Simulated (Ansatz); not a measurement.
# HfO2 (P2_1/c) in Ansatz: a series of runs

Aim: see how the results for HfO2 move with the level of theory and the settings. Levels: r2SCAN+U, PBE. Tasks: band structure, single point, equation of state.

All numbers are computed with Ansatz 0.2.0; they aren't measurements. Logs are shortened: lines on timing, memory, paths and dates and some standing lists are left out, and cuts for length are marked.

**Measured values to compare with.**

“Temperature dependence of self-trapped exciton luminescence in nanostructured hafnia powder”, 2021, arxiv:2112.02602 quotes, for a bulk crystal of HfO2: band gap 5.54 eV (indirect).

How close the calculation comes is told below.

### 1 The structure

Symmetry: P2_1/c, No. 14, monoclinic system. The conventional cell has a = 5.118 Å, b = 5.186 Å, c = 5.284 Å, α = 90.00°, β = 99.35°, γ = 90.00°. Hf (site symmetry 1) is surrounded by 7 O at 2.03 to 2.25 Å. O (site symmetry 1) is surrounded by 3 Hf at 2.03 to 2.12 Å. O (site symmetry 1) is surrounded by 4 Hf at 2.14 to 2.25 Å.

### 2 Band structure, r2SCAN+U

The input, input.yaml:

```yaml
crystal:
  lattice:
    - [5.118, 0.0, 0.0]
    - [0.0, 5.1857, 0.0]
    - [-0.8586630598, 0.0, 5.2138671406]
  atoms:
    - { symbol: Hf, position: [0.2755, 0.4603, 0.708] }
    - { symbol: Hf, position: [0.7245, 0.9603, 0.792] }
    - { symbol: Hf, position: [0.7245, 0.5397, 0.292] }
    - { symbol: Hf, position: [0.2755, 0.0397, 0.208] }
    - { symbol: O, position: [0.0742, 0.1684, 0.8467] }
    - { symbol: O, position: [0.9258, 0.6684, 0.6533] }
    - { symbol: O, position: [0.9258, 0.8316, 0.1533] }
    - { symbol: O, position: [0.0742, 0.3316, 0.3467] }
    - { symbol: O, position: [0.4487, 0.7419, 0.9801] }
    - { symbol: O, position: [0.5513, 0.2419, 0.5199] }
    - { symbol: O, position: [0.5513, 0.2581, 0.0199] }
    - { symbol: O, position: [0.4487, 0.7581, 0.4801] }
hamiltonian:
  xc: r2scan
  pseudopotentials: { kind: paw }
  hubbard: { sites: [{ species: Hf, l: d, u_eff: 3.5 }] }
kpoints:
  mp_grid: { grid: [5, 5, 5] }
  band_path:
    path:
      - [[0.0, 0.0, 0.0], [0.0, 0.0, 0.5], [-0.4327310173, 0.0, 0.5726006525], [-0.5, 0.0, 0.5], [-0.5, 0.5, 0.5], [-0.5672689827, 0.5, 0.4273993475], [-0.5, 0.5, 0.0], [-0.5, 0.0, 0.0], [-0.5672689827, 0.0, 0.4273993475]]
      - [[-0.4327310173, 0.5, 0.5726006525], [0.0, 0.5, 0.5], [0.0, 0.5, 0.0]]
      - [[0.0, 0.0, 0.5], [0.0, 0.5, 0.5]]
    npoints: 10
scf:
  occupations: { method: fermi_dirac, width: 0.05 }
  n_extra_bands: 30
output:
  forces: true
  stress: true
  eigenvalues: true
  fatbands: false
```

Potentials or basis: Ansatz PAW.

Command:

```bash
> ansatz run input.yaml --threads 2 --pin off --max-ram 5120MiB --backend cpu --events-out ev --progress --plain --runs-dir out
```

Output:

```text
Warning: RAYON_NUM_THREADS=2 ignored (pool sized by the plan → 2); use --threads N
Hf: projections on atomic orbitals take those of the free atom [Kr 4d10] 4f14 5s2 5p6 5d2 6s2, of charge +0.00 (hamiltonian.pseudopotentials.projection_atoms); the dataset's partial waves leave at most 4.9e-5 of an orbital's norm unspanned inside its sphere
O: projections on atomic orbitals take those of the free atom [He] 2s2 2p4, of charge +0.00 (hamiltonian.pseudopotentials.projection_atoms); the dataset's partial waves leave at most 1.9e-8 of an orbital's norm unspanned inside its sphere
scf.n_extra_bands = 30 over 76 filled bands (N_el = 152.0): the run solves 106 bands
Engine: ansatz 0.2.0, x86_64-unknown-linux-gnu
Pseudopotentials: kind: paw
Pseudopotential: Hf, paw, valence charge 26, recommended cutoff 500 eV (meta_gga), Hf.paw.azcp
Pseudopotential: O, paw, valence charge 6, recommended cutoff 500 eV (meta_gga), O.paw.azcp
Functional definition: r2SCAN
  parameter k0 = 0.174
  parameter k1 = 0.065
  parameter a1 = 4.9479
  exchange = r2scan_x(k0 = k0, k1 = k1, a1 = a1)
  correlation = r2scan_c
Crystal: 12 atoms, lattice volume = 138.378 Å³
Basis set: ecut = 500 eV, 3541 PW (Γ), exchange–correlation on 160×160×160 points (64 copies of the dense FFT grid, shifted against one another)
Bands: 106, of which v1, the nominal top of the filled ones, is band 76 counted from 1 (75 counted from 0)
Symmetry: 4 space group operations
Space group: P21/c (ITA 14), of the structure as read, at distance tolerance 5.2e-5 Å
k-points: 39 of 125
Non-local potential: Hf, projectors of the file, l = 0: 3, l = 1: 2, l = 2: 2, l = 3: 3
Non-local potential: O, projectors of the file, l = 0: 2, l = 1: 2, l = 2: 1
PAW form: soft (Blöchl's): semilocal exchange-correlation on the pseudo side does not see the compensation charge
PAW frozen core: Hf, regenerated for the run's functional (the file was generated under x = pbe(κ = 0.804, μ = 0.2195149727645171), c = pbe(β = 0.06672455060314922))
PAW frozen core: O, regenerated for the run's functional (the file was generated under x = pbe(κ = 0.804, μ = 0.2195149727645171), c = pbe(β = 0.06672455060314922))
PAW one-centre angular grid: Hf, 974 points (default); XC on 160 Gauss nodes
PAW one-centre angular grid: O, 302 points (default); XC on 160 Gauss nodes
Initial density: superposition of atomic densities (chi_scale 0.1, normalization cell, long waves of neutral atoms under a Hubbard term (reshape's long-wave potential 0.02 eV rms, cloud 2.41 Å wide))
Initial wavefunctions: pseudopotential atomic-orbital guess
Functional: x = r2scan, c = r2scan; τ floored in thin density (d = 2e-4 eV/Å³)
SCF iter   1: F=—  HF=-67494.751036 eV  |F-HF|=—  |Δ(HF+E_count)|=         —  Δρ=7.94e-2  dr2=6.70e0  dr2_τ=9.94e-1  ethr=3.10e-3  ⟨swp⟩=5.7  Hψ=13400  notcnv=0  defer=332
preconditioner: auto → Resta (q_TF=auto, 2.771 Å⁻¹)  ε∞=3.6  [insulator: Δε(μ)=4.681 eV  Ē_g=23.274 eV  σ=0.050 eV  W_gap=1.00  n_scr=52 (ndim 8)  ℏωp=37.9 eV  f_vac=0.008  D(μ)=0.00/eV (n_scr^D=0)  ε∞_Penn≈3.6]
SCF iter   2: F=—  HF=-67494.331717 eV  |F-HF|=—  |Δ(HF+E_count)|=   4.19e-1  Δρ=4.26e-2  dr2=1.94e0  dr2_τ=1.97e-1  ethr=3.10e-3  ⟨swp⟩=2.0  Hψ=7945  notcnv=0  defer=947
SCF iter   3: F=—  HF=-67494.581728 eV  |F-HF|=—  |Δ(HF+E_count)|=   2.50e-1  Δρ=1.82e-2  dr2=3.78e-1  dr2_τ=3.59e-2  ethr=1.28e-3  ⟨swp⟩=2.0  Hψ=5748  notcnv=0  defer=947
SCF iter   4: F=—  HF=-67494.442396 eV  |F-HF|=—  |Δ(HF+E_count)|=   1.39e-1  Δρ=5.31e-3  dr2=3.26e-2  dr2_τ=2.77e-3  ethr=2.49e-4  ⟨swp⟩=3.0  Hψ=6534  notcnv=0  defer=947
SCF iter   5: F=—  HF=-67494.454979 eV  |F-HF|=—  |Δ(HF+E_count)|=   1.26e-2  Δρ=2.83e-3  dr2=7.32e-3  dr2_τ=1.62e-3  ethr=2.14e-5  ⟨swp⟩=2.0  Hψ=6372  notcnv=0  defer=947
SCF iter   6: F=—  HF=-67494.453792 eV  |F-HF|=—  |Δ(HF+E_count)|=   1.19e-3  Δρ=4.58e-4  dr2=3.00e-4  dr2_τ=4.27e-5  ethr=4.82e-6  ⟨swp⟩=2.0  Hψ=5633  notcnv=0  defer=946
SCF iter   7: F=—  HF=-67494.453984 eV  |F-HF|=—  |Δ(HF+E_count)|=   1.92e-4  Δρ=3.05e-4  dr2=1.08e-4  dr2_τ=1.60e-5  ethr=1.98e-7  ⟨swp⟩=2.1  Hψ=6694  notcnv=0  defer=940
SCF iter   8: F=—  HF=-67494.453979 eV  |F-HF|=—  |Δ(HF+E_count)|=   4.79e-6  Δρ=1.01e-4  dr2=1.29e-5  dr2_τ=1.39e-6  ethr=7.08e-8  ⟨swp⟩=2.0  Hψ=5534  notcnv=0  defer=940
SCF iter   9: F=—  HF=-67494.453980 eV  |F-HF|=—  |Δ(HF+E_count)|=   1.42e-6  Δρ=2.52e-5  dr2=5.92e-7  dr2_τ=1.91e-7  ethr=8.47e-9  ⟨swp⟩=2.0  Hψ=6124  notcnv=0  defer=940
SCF iter  10: F=-67494.453981 eV  HF=-67494.453981 eV  |F-HF|=1.14e-8  |Δ(HF+E_count)|=   1.36e-7  Δρ=5.66e-6  dr2=3.75e-8  dr2_τ=3.29e-9  ethr=6.58e-11  ⟨swp⟩=11.7  Hψ=22284  notcnv=0
SCF 1 converged in 10 iterations: F = -67494.453981 eV  dr2 = 3.75e-8
NSCF: frozen V_eff on 113 k-points
SCF converged after 10 iterations
Free energy (F): -67494.453981 eV
Harris-Foulkes:  -67494.453981 eV  (|F-HF|=1.14e-8)
Internal energy: -67494.453981 eV  (E = F + TS)
E sigma→0 (E₀):  -67494.453981 eV
Fermi energy:    16.736741 eV
--- Per-component energies (eV) ---
  E_band       = -106.038270
  E_kinetic    = 3102.897392
  E_local      = -24592.502917  (includes V_loc(G=0)·N_el)
  E_nonlocal   = -4607.486543
  E_hartree    = 11250.287593
  E_xc         = -1725.468868
  E_vxc        = -2023.158945  (∫ρ·V_xc dr)
  E_hubbard    = 10.918972  (on-site DFT+U / exact-exchange correction)
  E_vhub       = 8.020478  (the Hubbard potential's part of the band-sum identity)
  E_paw        = -29088.776724  (= ΣΔE_a)
  E_vpaw       = 5394.825774  (= ΣTr[D̂ρ^β])
  E_aug_tail   = 0.008405  (compensation charges beyond the density's cutoff)
  E_vtau       = 110.793342  (kinetic-family band-sum trace: ∫τ·v_τ [+ j·A + Jᵃ·Aᵃ] dr)
  E_ewald      = -21845.361851
  E_core_change = 1.030560  (= ΣΔE_core)
  E_smearing   = -0.000000  (= −TS)
  E_closure    = -0.000000  (closes the sum)
  Σ components = -67494.453981   (vs F -67494.453981, Δ=0.00e0)
--- Forces (eV/Å), atoms counted from 1 ---
  atom   1  Hf     0.06978844     0.16481172    -0.04744685
  atom   2  Hf    -0.06978844     0.16481172     0.04744685
  atom   3  Hf    -0.06978844    -0.16481172     0.04744685
  atom   4  Hf     0.06978844    -0.16481172    -0.04744685
  atom   5  O     -0.35938416    -0.22794392    -0.05976051
  atom   6  O      0.35938416    -0.22794392     0.05976051
  atom   7  O      0.35938416     0.22794392     0.05976051
  atom   8  O     -0.35938416     0.22794392    -0.05976051
  atom   9  O     -0.10942828     0.07749933    -0.01875011
  atom  10  O      0.10942828     0.07749933     0.01875011
  atom  11  O      0.10942828    -0.07749933     0.01875011
  atom  12  O     -0.10942828    -0.07749933    -0.01875011
  max |Σ_I F_I| component: 5.55e-17 eV/Å
--- Stress (GPa, compression-positive) ---
        5.423177       0.000000       0.838814
        0.000000       4.647382       0.000000
        0.838805       0.000000       5.678016
  P = ⅓ Tr σ = 5.2495 GPa (52.495 kbar)
--- Band table (eV; the first three rows and the last of 39) ---
[... 4 lines left out ...]
Occupation matrices written to <dir>
```

Wall time 63 s (2 threads of Intel Xeon at 2.60GHz (Ice Lake), shared host); peak memory 2.2 GiB.

What came out:

```
Free energy             : -67494.4540 eV
Pressure                : 5.2 GPa
Largest force           : 0.430 eV/Å
Band gap on the k mesh  : 5.38 eV, indirect (least direct gap 5.44 eV)
Band gap along the path : 5.33 eV, indirect (least direct gap 5.40 eV)
```

Forces in eV/Å, atoms in the order of the input:
```
Hf   0.070  0.165 -0.047
Hf  -0.070  0.165  0.047
Hf  -0.070 -0.165  0.047
Hf   0.070 -0.165 -0.047
O   -0.359 -0.228 -0.060
O    0.359 -0.228  0.060
O    0.359  0.228  0.060
O   -0.359  0.228 -0.060
O   -0.109  0.077 -0.019
O    0.109  0.077  0.019
O    0.109 -0.077  0.019
O   -0.109 -0.077 -0.019
```

Levels at the corners of the path, in eV from the valence-band top:
```
point  band 73  band 74  band 75  band 76  band 77  band 78  band 79  band 80
    Γ    -0.54    -0.50    -0.19     0.00     5.58     6.41     6.42     6.70
    Y    -0.88    -0.88    -0.49    -0.49     5.92     5.92     6.53     6.53
    H    -1.11    -0.73    -0.66    -0.36     5.55     5.79     6.61     6.71
    C    -0.98    -0.98    -0.51    -0.51     5.66     5.66     6.68     6.68
    E    -1.05    -1.05    -0.74    -0.74     5.81     5.81     6.45     6.45
   M1    -1.04    -1.04    -0.70    -0.70     5.83     5.83     6.48     6.48
    A    -0.92    -0.92    -0.59    -0.59     5.97     5.97     6.45     6.45
    X    -0.72    -0.53    -0.48    -0.09     5.33     6.33     6.44     6.46
   H1    -1.11    -0.73    -0.66    -0.36     5.55     5.79     6.61     6.71
    M    -1.04    -1.04    -0.70    -0.70     5.83     5.83     6.48     6.48
    D    -0.92    -0.92    -0.63    -0.63     6.18     6.18     6.35     6.35
    Z    -0.77    -0.77    -0.45    -0.45     6.18     6.18     6.78     6.78
    Y    -0.88    -0.88    -0.49    -0.49     5.92     5.92     6.53     6.53
    D    -0.92    -0.92    -0.63    -0.63     6.18     6.18     6.35     6.35
```

Eigenvalues of the final occupation matrices:
```tsv
site	spin	trace	eigenvalues
site 1	1	0.99	0.14 0.15 0.19 0.25 0.26
site 2	1	0.99	0.14 0.15 0.19 0.25 0.26
site 3	1	0.99	0.14 0.15 0.19 0.25 0.26
site 4	1	0.99	0.14 0.15 0.19 0.25 0.26
```

Caveat: spin-orbit coupling is left out, which moves the levels of the heavy elements; the PAW data sets come from PBE, with cores solved anew for the run's functional, which leaves a small shift of forces and pressure.

[end of part 1 of 2]
